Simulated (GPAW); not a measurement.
A run of GPAW 26.7.0 is set up as follows.

The input run.py:

```python
from ase.dft.bandgap import bandgap
from ase.io import read, write
from ase.units import GPa
from gpaw import GPAW, PW

atoms = read('C.xyz')

calc = GPAW(mode=PW(800),
            xc='PBE',
            kpts={'size': (13, 13, 13), 'gamma': True},
            occupations={'name': 'methfessel-paxton', 'order': 0, 'width': 0.024},
            nbands=11,
            convergence={'density': 1e-05, 'energy': 1e-05},
            maxiter=150,
            txt='gpaw.txt')
atoms.calc = calc
energy = atoms.get_potential_energy()
forces = atoms.get_forces()
stress = atoms.get_stress()
calc.write('gs.gpw')
write('result.traj', atoms)
print(f'Energy: {energy:.6f} eV')
print('Forces (eV/A):')
print(forces.round(4))
print('Stress (GPa):', (stress / GPa).round(3))
print('Fermi level:', round(calc.get_fermi_level(), 4), 'eV')
print(f'Gap: {bandgap(calc)[0]:.4f} eV, direct: {bandgap(calc, direct=True)[0]:.4f} eV')
```

C.xyz

```xyz
2
Lattice="0.0000000000 1.7833700000 1.7833700000 1.7833700000 0.0000000000 1.7833700000 1.7833700000 1.7833700000 0.0000000000" Properties=species:S:1:pos:R:3 pbc="T T T"
C      2.6750550000      2.6750550000      2.6750550000
C      1.7833700000      1.7833700000      1.7833700000
```

Potentials or basis: GPAW PAW data sets (gpaw-data 1.2.1), pw.

Launch:

```bash
$ OMP_NUM_THREADS=1 python run.py
```

(1) What does it give for the band gap on the k mesh?

(2) Estimate the pressure.

## Answers

(1) 4.14 eV, indirect (least direct gap 5.60 eV).

(2) 1.4 GPa.

Caveat: an odd mesh through Γ misses points on the zone boundary, where band edges often lie.
